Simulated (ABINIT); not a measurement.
A run of ABINIT 10.8.3 (patched build) is set up as follows.

The input run.abi:

```
pp_dirpath "./"
pseudos "Sn.GGA_PBE-JTH.xml, Se.GGA_PBE-JTH.xml"

acell 4.2567828227 4.2567828227 4.2567828227 Angstrom
rprim
     0.0000000000     0.7071067812     0.7071067812
     0.7071067812     0.0000000000     0.7071067812
     0.7071067812     0.7071067812     0.0000000000
ntypat 2
znucl 50 34
natom 2
typat 1 2
xcart
     0.0000000000     0.0000000000     0.0000000000
     5.6880756351     5.6880756351     5.6880756351

ecut 15.0
pawecutdg 30.0

kptopt 1
ngkpt 10 10 10
nshiftk 1
shiftk 0.0 0.0 0.0

ixc -116133

nband 14
occopt 3
tsmear 0.05 eV

nstep 100
tolvrs 1.0e-9

iomode 3
prtwf 0
prtden 0
prteig 0
prtebands 0
```

Potentials or basis: JTH PAW PBE v2.0.

Command:

```console
$ abinit run.abi > log 2>&1
```

Question: What does it give for the band gap on the k mesh?

Answer: 0.52 eV, indirect (least direct gap 0.62 eV).

Caveat: spin-orbit coupling is left out, which moves the levels of the heavy elements. A k mesh can miss the band edges.
